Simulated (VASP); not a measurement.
# KMgF3 (Pm-3m) in VASP: settings compared, part 2 of 3

VASP 6.6.1.

## (4) Band structure, PBE0

POSCAR

```
KMgF3
1.0
    3.9859000000      0.0000000000      0.0000000000
    0.0000000000      3.9859000000      0.0000000000
    0.0000000000      0.0000000000      3.9859000000
K Mg F
1 1 3
Direct
    0.5000000000      0.5000000000      0.5000000000
    0.0000000000      0.0000000000      0.0000000000
    0.0000000000      0.0000000000      0.5000000000
    0.0000000000      0.5000000000      0.0000000000
    0.5000000000      0.0000000000      0.0000000000
```

INCAR.step1

```
  PREC = Accurate
  ENCUT = 520
  EDIFF = 1E-5
  ISMEAR = 0
  SIGMA = 0.02
  LREAL = F
  LASPH = T
  NELM = 60
  ALGO = Normal
  ISIF = 2
  LWAVE = T
  LCHARG = F
  NBANDS = 24
  GGA = PE
  KPAR = 4
```

INCAR.step2

```
  PREC = Accurate
  ENCUT = 520
  EDIFF = 1E-6
  ISMEAR = 0
  SIGMA = 0.02
  LREAL = F
  LASPH = T
  NELM = 60
  ALGO = Normal
  ISIF = 2
  LWAVE = F
  LCHARG = F
  GGA = PE
  LHFCALC = T
  AEXX = 0.25
  PRECFOCK = Fast
  NBANDS = 24
  ISTART = 1
  HFRCUT = -1
  KPAR = 4
```

KPOINTS

```
regular mesh
0
Gamma
  4 4 4
```

KPOINTS_OPT

```
path GXMGRX,MR
10
line-mode
reciprocal
 0.0000000000  0.0000000000  0.0000000000  G
 0.0000000000  0.5000000000  0.0000000000  X

 0.0000000000  0.5000000000  0.0000000000  X
 0.5000000000  0.5000000000  0.0000000000  M

 0.5000000000  0.5000000000  0.0000000000  M
 0.0000000000  0.0000000000  0.0000000000  G

 0.0000000000  0.0000000000  0.0000000000  G
 0.5000000000  0.5000000000  0.5000000000  R

 0.5000000000  0.5000000000  0.5000000000  R
 0.0000000000  0.5000000000  0.0000000000  X

 0.5000000000  0.5000000000  0.0000000000  M
 0.5000000000  0.5000000000  0.5000000000  R
```

The run is started by

```
$ cat potpaw_PBE.64/K_sv/POTCAR potpaw_PBE.64/Mg/POTCAR potpaw_PBE.64/F/POTCAR > POTCAR
$ cp INCAR.step1 INCAR
$ mpirun -np 4 vasp_std > vasp.out
$ cp INCAR.step2 INCAR
$ mpirun -np 4 vasp_std > vasp.out
```

Run time: 4.6 min. Hardware: 4 MPI ranks of Intel Xeon 6975P-C (Granite Rapids), shared host; peak memory 0.23 GiB.

It converged, with:

| Property | Result |
| --- | --- |
| Free energy | -30.7652 eV |
| Pressure | 0.8 GPa |
| Band gap on the k mesh | 10.30 eV, indirect (least direct gap 10.60 eV) |
| Band gap along the path | 10.30 eV, indirect (least direct gap 10.60 eV) |

Levels at the corners of the path, in eV from the valence-band top:
```csv
point,band 12,band 13,band 14,band 15,band 16,band 17,band 18,band 19,band 20,band 21
Γ,-0.67,-0.67,-0.30,-0.30,-0.30,10.30,13.19,13.19,15.53,15.53
X,-0.90,-0.90,-0.90,-0.53,-0.53,13.20,13.59,14.31,16.21,16.21
X,-0.90,-0.90,-0.90,-0.53,-0.53,13.20,13.59,14.31,16.21,16.21
M,-1.08,-1.08,-0.93,-0.93,-0.02,14.18,14.92,15.80,15.80,16.22
M,-1.08,-1.08,-0.93,-0.93,-0.02,14.18,14.92,15.80,15.80,16.22
Γ,-0.67,-0.67,-0.30,-0.30,-0.30,10.30,13.19,13.19,15.53,15.53
Γ,-0.67,-0.67,-0.30,-0.30,-0.30,10.30,13.19,13.19,15.53,15.53
R,-1.10,-1.10,0.00,0.00,0.00,13.63,13.63,13.63,17.11,17.61
R,-1.10,-1.10,0.00,0.00,0.00,13.63,13.63,13.63,17.11,17.61
X,-0.90,-0.90,-0.90,-0.53,-0.53,13.20,13.59,14.31,16.21,16.21
M,-1.08,-1.08,-0.93,-0.93,-0.02,14.18,14.92,15.80,15.80,16.22
R,-1.10,-1.10,0.00,0.00,0.00,13.63,13.63,13.63,17.11,17.61
```

Caveat: the PAW data sets were made with another functional, which shifts forces and pressure a little.

## (5) Band structure, r2SCAN-EpsX

POSCAR is that of step 4.

INCAR.step1

```
  PREC = Accurate
  ENCUT = 520
  EDIFF = 1E-8
  ISMEAR = 0
  SIGMA = 0.02
  LREAL = F
  LASPH = T
  NELM = 60
  ALGO = Normal
  ISIF = 2
  LWAVE = F
  LCHARG = F
  GGA = PE
  LEPSILON = T
  KPAR = 4
```

KPOINTS.step1

```
Automatic mesh
0
G
  8 8 8
  0 0 0
```

INCAR.step2

```
  PREC = Accurate
  ENCUT = 520
  EDIFF = 1E-5
  ISMEAR = 0
  SIGMA = 0.02
  LREAL = F
  LASPH = T
  NELM = 60
  ALGO = Normal
  ISIF = 2
  LWAVE = T
  LCHARG = F
  NBANDS = 24
  GGA = PE
  KPAR = 4
```

KPOINTS.step2

```
regular mesh
0
Gamma
  4 4 4
```

INCAR.step3

```
  PREC = Accurate
  ENCUT = 520
  EDIFF = 1E-6
  ISMEAR = 0
  SIGMA = 0.02
  LREAL = F
  LASPH = T
  NELM = 60
  ALGO = Normal
  ISIF = 2
  LWAVE = F
  LCHARG = F
  METAGGA = R2SCAN
  LHFCALC = T
  AEXX = 0.483
  LMIXTAU = T
  PRECFOCK = Fast
  NBANDS = 24
  ISTART = 1
  HFRCUT = -1
  KPAR = 4
```

KPOINTS.step3

```
regular mesh
0
Gamma
  4 4 4
```

KPOINTS_OPT is that of step 4.

The run is started by

```
$ cat potpaw_PBE.64/K_sv/POTCAR potpaw_PBE.64/Mg/POTCAR potpaw_PBE.64/F/POTCAR > POTCAR
$ cp INCAR.step1 INCAR
$ cp KPOINTS.step1 KPOINTS
$ mpirun -np 4 vasp_std > vasp.out
$ cp INCAR.step2 INCAR
$ cp KPOINTS.step2 KPOINTS
$ mpirun -np 4 vasp_std > vasp.out
$ cp INCAR.step3 INCAR
$ cp KPOINTS.step3 KPOINTS
$ mpirun -np 4 vasp_std > vasp.out
```

Wall time 6.8 min (4 MPI ranks of Intel Xeon 6975P-C (Granite Rapids), shared host); peak memory 0.41 GiB.

It converged, with:

| Quantity | Value |
| --- | --- |
| Free energy | -43.5607 eV |
| Pressure | -3.1 GPa |
| Band gap on the k mesh | 13.41 eV, indirect (least direct gap 13.69 eV) |
| Band gap along the path | 13.41 eV, indirect (least direct gap 13.69 eV) |

Levels at the corners of the path, in eV from the valence-band top:
```
point  band 12  band 13  band 14  band 15  band 16  band 17  band 18  band 19  band 20  band 21
    Γ    -0.71    -0.71    -0.28    -0.28    -0.28    13.41    16.32    16.32    18.94    18.94
    X    -0.94    -0.94    -0.94    -0.53    -0.53    16.35    16.86    17.52    19.72    19.72
    X    -0.94    -0.94    -0.94    -0.53    -0.53    16.35    16.86    17.52    19.72    19.72
    M    -1.12    -1.08    -0.95    -0.95    -0.02    17.57    18.19    19.07    19.07    19.72
    M    -1.12    -1.08    -0.95    -0.95    -0.02    17.57    18.19    19.07    19.07    19.72
    Γ    -0.71    -0.71    -0.28    -0.28    -0.28    13.41    16.32    16.32    18.94    18.94
    Γ    -0.71    -0.71    -0.28    -0.28    -0.28    13.41    16.32    16.32    18.94    18.94
    R    -1.07    -1.07     0.00     0.00     0.00    16.93    16.93    16.93    20.40    21.26
    R    -1.07    -1.07     0.00     0.00     0.00    16.93    16.93    16.93    20.40    21.26
    X    -0.94    -0.94    -0.94    -0.53    -0.53    16.35    16.86    17.52    19.72    19.72
    M    -1.12    -1.08    -0.95    -0.95    -0.02    17.57    18.19    19.07    19.07    19.72
    R    -1.07    -1.07     0.00     0.00     0.00    16.93    16.93    16.93    20.40    21.26
```

Caveat: the PAW data sets were made with another functional, which shifts forces and pressure a little.

## (6) Equation of state, PBEsol, 12.14 Å³/atom (a relaxed cell with its volume scaled by 0.96)

INCAR

```
PREC     = Accurate       # precision mode
ENCUT    = 520            # plane-wave cutoff, eV
EDIFF    = 1E-7           # SCF threshold, eV
ISMEAR   = 0              # smearing method
SIGMA    = 0.02           # smearing width, eV
LREAL    = False          # projectors in reciprocal space
LASPH    = True           # aspherical terms in the spheres
NELM     = 80             # most SCF steps
ALGO     = Fast           # electronic algorithm
ISIF     = 2              # what is computed and relaxed
LWAVE    = False          # write WAVECAR
LCHARG   = False          # write CHGCAR
GGA      = PS             # functional
KPAR     = 2
```

KPOINTS

```
Automatic mesh
0
Gamma
  6 6 6
```

POSCAR

```
KMgF3                                   
1.0
    3.9295376875      0.0000000000      0.0000000000
    0.0000000000      3.9295376875     -0.0000000000
    0.0000000000      0.0000000000      3.9295376875
  K               Mg              F             
     1     1     3
Direct
     0.5000000000000000    0.5000000000000000    0.5000000000000000
     0.0000000000000000    0.0000000000000000    0.0000000000000000
     0.0000000000000000    0.0000000000000000    0.5000000000000000
     0.0000000000000000    0.5000000000000000    0.0000000000000000
     0.5000000000000000    0.0000000000000000    0.0000000000000000
```

Potentials or basis: VASP PAW PBE potentials, release 64 (K_sv, Mg, F).

The run is started by

```
$ cat potpaw_PBE.64/K_sv/POTCAR potpaw_PBE.64/Mg/POTCAR potpaw_PBE.64/F/POTCAR > POTCAR
$ mpirun -np 2 vasp_std > vasp.out
```

OUTCAR:

```text
PREC = Accurate
   ENCUT = 520
   EDIFF = 1E-7
   ISMEAR = 0
   LREAL = False
   LASPH = True
   NELM = 80
   ISIF = 2
   GGA = PS

 ion  position               nearest neighbor table
   1  0.500  0.500  0.500-   3 2.78   4 2.78   5 2.78   4 2.78   5 2.78   3 2.78   5 2.78   5 2.78
                             3 2.78   4 2.78   4 2.78   3 2.78   2 3.40   2 3.40   2 3.40   2 3.40
   2  0.000  0.000  0.000-   3 1.96   4 1.96   5 1.96   3 1.96   4 1.96   5 1.96   1 3.40   1 3.40
                             1 3.40   1 3.40   1 3.40   1 3.40   1 3.40   1 3.40
   3  0.000  0.000  0.500-   2 1.96   2 1.96   1 2.78   1 2.78   1 2.78   1 2.78
   4  0.000  0.500  0.000-   2 1.96   2 1.96   1 2.78   1 2.78   1 2.78   1 2.78
   5  0.500  0.000  0.000-   2 1.96   2 1.96   1 2.78   1 2.78   1 2.78   1 2.78

  LATTYP: Found a simple cubic cell.
 ALAT       =     3.9295376875

  Lattice vectors:

 A1 = (   3.9295376875,   0.0000000000,   0.0000000000)
 A2 = (   0.0000000000,   3.9295376875,   0.0000000000)
 A3 = (   0.0000000000,   0.0000000000,   3.9295376875)

Analysis of symmetry for initial positions (statically):
=====================================================================
 Subroutine PRICEL returns:
 Original cell was already a primitive cell.

 Routine SETGRP: Setting up the symmetry group for a
 simple cubic supercell.

 Subroutine GETGRP returns: Found 48 space group operations
 (whereof 48 operations were pure point group operations)
 out of a pool of 48 trial point group operations.

The static configuration has the point symmetry O_h .

Analysis of symmetry for dynamics (positions and initial velocities):
=====================================================================
 Subroutine PRICEL returns:
 Original cell was already a primitive cell.

 Routine SETGRP: Setting up the symmetry group for a
 simple cubic supercell.

 Subroutine GETGRP returns: Found 48 space group operations
 (whereof 48 operations were pure point group operations)
 out of a pool of 48 trial point group operations.

The dynamic configuration has the point symmetry O_h .

 Subroutine INISYM returns: Found 48 space group operations
 (whereof 48 operations are pure point group operations),
 and found     1 'primitive' translations

----------------------------------------------------------------------------------------

                                     Primitive cell

  volume of cell :      60.6770

  direct lattice vectors                    reciprocal lattice vectors
     3.929537687  0.000000000  0.000000000     0.254482863  0.000000000  0.000000000
     0.000000000  3.929537687  0.000000000     0.000000000  0.254482863  0.000000000
     0.000000000  0.000000000  3.929537687     0.000000000  0.000000000  0.254482863

  length of vectors
     3.929537687  3.929537687  3.929537687     0.254482863  0.254482863  0.254482863

  position of ions in fractional coordinates (direct lattice)
     0.500000000  0.500000000  0.500000000
     0.000000000  0.000000000  0.000000000
     0.000000000  0.000000000  0.500000000
     0.000000000  0.500000000  0.000000000
     0.500000000  0.000000000  0.000000000

  ion indices of the primitive-cell ions
[... 33 lines left out ...]
 Following reciprocal coordinates:
            Coordinates               Weight
  0.000000  0.000000  0.000000      1.000000
  0.166667  0.000000  0.000000      6.000000
  0.333333  0.000000  0.000000      6.000000
  0.500000  0.000000  0.000000      3.000000
  0.166667  0.166667  0.000000     12.000000
  0.333333  0.166667  0.000000     24.000000
[... 12 lines left out ...]
  0.500000  0.500000  0.333333      6.000000
  0.500000  0.500000  0.500000      1.000000
   k-points           NKPTS =     20   k-points in BZ     NKDIM =     20   number of bands    NBANDS=     20
   number of dos      NEDOS =    301   number of ions     NIONS =      5
   total plane-waves  NPLWV =  27000
   dimension x,y,z NGX =    30 NGY =   30 NGZ =   30
   dimension x,y,z NGXF=    60 NGYF=   60 NGZF=   60
   ions per type =               1   1   3
   NGX,Y,Z   is equivalent  to a cutoff of  12.69, 12.69, 12.69 a.u.
   NGXF,Y,Z  is equivalent  to a cutoff of  25.38, 25.38, 25.38 a.u.
 SYSTEM =  unknown system
   PREC   = accura    normal or accurate (medium, high low for compatibility)
   ISTART =      0    job   : 0-new  1-cont  2-samecut
   ICHARG =      2    charge: 1-file 2-atom 10-const
   ISPIN  =      1    spin polarized calculation?
   LNONCOLLINEAR =      F non collinear calculations
   LSORBIT =      F    spin-orbit coupling
   LASPH  =      T    aspherical Exc in radial PAW
   ENCUT  =  520.0 eV  38.22 Ry    6.18 a.u.   7.31  7.31  7.31*2*pi/ulx,y,z
   NELM   =     80;   NELMIN=  2; NELMDL= -5     # of ELM steps
   EDIFF  = 0.1E-06   stopping-criterion for ELM
   LREAL  =      F    real-space projection
   EDIFFG = 0.1E-05   stopping-criterion for IOM
   NSW    =      0    number of steps for IOM
   IBRION =     -1    ionic relax: 0-MD 1-quasi-New 2-CG
   NFREE  =      0    steps in history (QN), initial steepest desc. (CG)
   ISIF   =      2    stress and relaxation
   ISYM   =      2    0-nonsym 1-usesym 2-fastsym
   POTIM  = 0.5000    time-step for ionic-motion
   TEBEG  =    0.0;   TEEND  =   0.0 temperature during run
   PSTRESS=    0.0 pullay stress
   NELECT =      32.0000    total number of electrons
   NUPDOWN=      -1.0000    fix difference up-down
   EMIN   =  10.00;   EMAX   =-10.00  energy-range for DOS
   EFERMI =   0.00;   METHOD = LEGACY
   ISMEAR =     0;   SIGMA  =   0.02  broadening in eV -4-tet -1-fermi 0-gaus
   EFERMI_NEDOS =   21; number of points for ismear=-14 and -15
   IALGO  =     68    algorithm
   IMIX   =      4    mixing-type and parameters
     AMIX     =   0.40;   BMIX     =  1.00
     AMIX_MAG =   1.60;   BMIX_MAG =  1.00
  volume/ion in A,a.u.               =      12.14        81.89
  Fermi-wavevector in a.u.,A,eV,Ry     =   1.322666  2.499475 23.802632  1.749444
  Thomas-Fermi vector in A             =   2.452330
   LORBIT       =      0    0 simple, 1 ext, 2 COOP (PROOUT), +10 PAW based schemes
   GGA     = PS    functional components
   LHFCALC =     F    Hartree Fock is set to
   AEXX    =    0.0000 exact exchange contribution
   IVDW    =     0    specifies the selected vdW correction
   LEPSILON=     F    determine dielectric tensor
   LRPA    =     F    only Hartree local field effects (RPA)
 non-spin polarized calculation
 RMM-DIIS sequential band-by-band and
 Gauss-broadening in eV      SIGMA  =   0.02
  energy-cutoff  :      520.00
  volume of cell :       60.68
 maximum number of plane-waves:      1659
 NGX is ok and might be reduce to    30
   NGX = 15   NGY = 15   NGZ = 15

 number of electron      31.9999974 magnetization

 Free energy of the ion-electron system (eV)
  ---------------------------------------------------
  ext. energy  EPLUGINS =         0.00000000
  ---------------------------------------------------
  free energy    TOTEN  =       -25.23055649 eV

  energy without entropy =      -25.23055649  energy(sigma->0) =      -25.23055649

 E-fermi :  -1.3664     XC(G=0): -10.1681

 val. band max:       -1.4865483215   @ k =   0.5000   0.5000   0.5000
 cond. band min:       5.9591402847   @ k =   0.0000   0.0000   0.0000
 fundamental gap:      7.4456886061
 Fermi energy:        -1.3664265595

 k-point     1 :       0.0000    0.0000    0.0000
  band No.  band energies     occupation
      1     -26.8825      2.00000
      2     -21.6145      2.00000
      3     -20.8856      2.00000
      4     -20.8856      2.00000
      5     -10.4548      2.00000
      6     -10.4548      2.00000
[... 449 lines left out ...]
     19       8.9852      0.00000
     20      13.9052      0.00000

------------------------ aborting loop because EDIFF is reached ----------------------------------------

  FORCE on cell =-STRESS in cart. coord.  units (eV):
  Direction    XX          YY          ZZ          XY          YZ          ZX
  --------------------------------------------------------------------------------------
  -------------------------------------------------------------------------------------
  Total        1.2928244      1.2928244      1.2928244     -0.0000000     -0.0000000      0.0000000
  in kB       34.1370298     34.1370298     34.1370298     -0.0000000     -0.0000000      0.0000000
  external PRESSURE =      34.1370298 kB  Pullay stress =       0.0000000 kB

 VOLUME and BASIS-vectors are now :
 -----------------------------------------------------------------------------
  energy-cutoff  :      520.00
  volume of cell :       60.68
      direct lattice vectors                 reciprocal lattice vectors
     3.929537687  0.000000000  0.000000000     0.254482863  0.000000000  0.000000000
     0.000000000  3.929537687  0.000000000     0.000000000  0.254482863  0.000000000
     0.000000000  0.000000000  3.929537687     0.000000000  0.000000000  0.254482863

 POSITION                                       TOTAL-FORCE (eV/Angst)
 -----------------------------------------------------------------------------------
      1.96477      1.96477      1.96477         0.000000      0.000000      0.000000
      0.00000      0.00000      0.00000         0.000000      0.000000      0.000000
      0.00000      0.00000      1.96477         0.000000      0.000000      0.000000
      0.00000      1.96477      0.00000         0.000000      0.000000      0.000000
      1.96477      0.00000      0.00000         0.000000      0.000000      0.000000
 -----------------------------------------------------------------------------------
    total drift:                                0.000000     -0.000000      0.000000

  FREE ENERGIE OF THE ION-ELECTRON SYSTEM (eV)
  ---------------------------------------------------
  free  energy   TOTEN  =       -25.2305564891 eV

  energy  without entropy=      -25.2305564891  energy(sigma->0) =      -25.23055649
```

Wall time 27 s (2 MPI ranks of Intel Xeon Platinum 8259CL at 2.50GHz (Skylake/Cascade Lake), shared host); peak memory 0.16 GiB.

Results:

```yaml
Free_energy: -25.2306 eV
Pressure: 3.4 GPa
Band_gap_on_the_k_mesh: 7.45 eV, indirect (least direct gap 7.77 eV)
```

Caveat: the PAW data sets were made with another functional, which shifts forces and pressure a little.

## (7) Equation of state, PBEsol, 12.39 Å³/atom (a relaxed cell with its volume scaled by 0.98)

INCAR is that of step 6.

KPOINTS is that of step 6.

Changes to POSCAR since step 6:

```diff
@@ -2,5 +2,5 @@
 1.0
-    3.9295376875      0.0000000000      0.0000000000
-    0.0000000000      3.9295376875     -0.0000000000
-    0.0000000000      0.0000000000      3.9295376875
+    3.9566388038      0.0000000000      0.0000000000
+    0.0000000000      3.9566388038     -0.0000000000
+    0.0000000000      0.0000000000      3.9566388038
   K               Mg              F
```

The run is started by

```
$ cat potpaw_PBE.64/K_sv/POTCAR potpaw_PBE.64/Mg/POTCAR potpaw_PBE.64/F/POTCAR > POTCAR
$ mpirun -np 2 vasp_std > vasp.out
```

Run time: 28 s. Hardware: 2 MPI ranks of Intel Xeon Platinum 8259CL at 2.50GHz (Skylake/Cascade Lake), shared host; peak memory 0.17 GiB.

Results (log left out):

- Free energy: -25.2532 eV
- Pressure: 1.6 GPa
- Band gap on the k mesh: 7.29 eV, indirect (least direct gap 7.61 eV)

Caveat: the PAW data sets were made with another functional, which shifts forces and pressure a little.

## (8) Equation of state, PBEsol, 12.64 Å³/atom

INCAR is that of step 7.

KPOINTS is that of step 7.

Changes to POSCAR since step 7:

```diff
@@ -2,5 +2,5 @@
 1.0
-    3.9566388038      0.0000000000      0.0000000000
-    0.0000000000      3.9566388038     -0.0000000000
-    0.0000000000      0.0000000000      3.9566388038
+    3.9833736607      0.0000000000      0.0000000000
+    0.0000000000      3.9833736607     -0.0000000000
+    0.0000000000      0.0000000000      3.9833736607
   K               Mg              F
```

The run is started by

```
$ cat potpaw_PBE.64/K_sv/POTCAR potpaw_PBE.64/Mg/POTCAR potpaw_PBE.64/F/POTCAR > POTCAR
$ mpirun -np 2 vasp_std > vasp.out
```

It took 31 s on 2 MPI ranks of Intel Xeon Platinum 8259CL at 2.50GHz (Skylake/Cascade Lake), shared host; peak memory 0.16 GiB.

Results (log left out):

| Item | Value |
| --- | --- |
| Free energy | -25.2627 eV |
| Pressure | 0.1 GPa |
| Band gap on the k mesh | 7.14 eV, indirect (least direct gap 7.46 eV) |

Caveat: the PAW data sets were made with another functional, which shifts forces and pressure a little.

## (9) Equation of state, PBEsol, 12.89 Å³/atom (a relaxed cell with its volume scaled by 1.02)

INCAR is that of step 8.

KPOINTS is that of step 8.

Changes to POSCAR since step 8:

```diff
@@ -2,5 +2,5 @@
 1.0
-    3.9833736607      0.0000000000      0.0000000000
-    0.0000000000      3.9833736607     -0.0000000000
-    0.0000000000      0.0000000000      3.9833736607
+    4.0097543875      0.0000000000      0.0000000000
+    0.0000000000      4.0097543875     -0.0000000000
+    0.0000000000      0.0000000000      4.0097543875
   K               Mg              F
```

Potentials or basis: VASP PAW PBE potentials, release 64 (K_sv, Mg, F).

The run is started by

```
$ cat potpaw_PBE.64/K_sv/POTCAR potpaw_PBE.64/Mg/POTCAR potpaw_PBE.64/F/POTCAR > POTCAR
$ mpirun -np 2 vasp_std > vasp.out
```

It took 34 s on 2 MPI ranks of Intel Xeon Platinum 8259CL at 2.50GHz (Skylake/Cascade Lake), shared host; peak memory 0.17 GiB.

The run converged. Its results:

* Free energy: -25.2603 eV
* Pressure: -1.4 GPa
* Band gap on the k mesh: 6.99 eV, indirect (least direct gap 7.32 eV)

Caveat: the PAW data sets were made with another functional, which shifts forces and pressure a little.

(Part 2 of 3 ends here.)
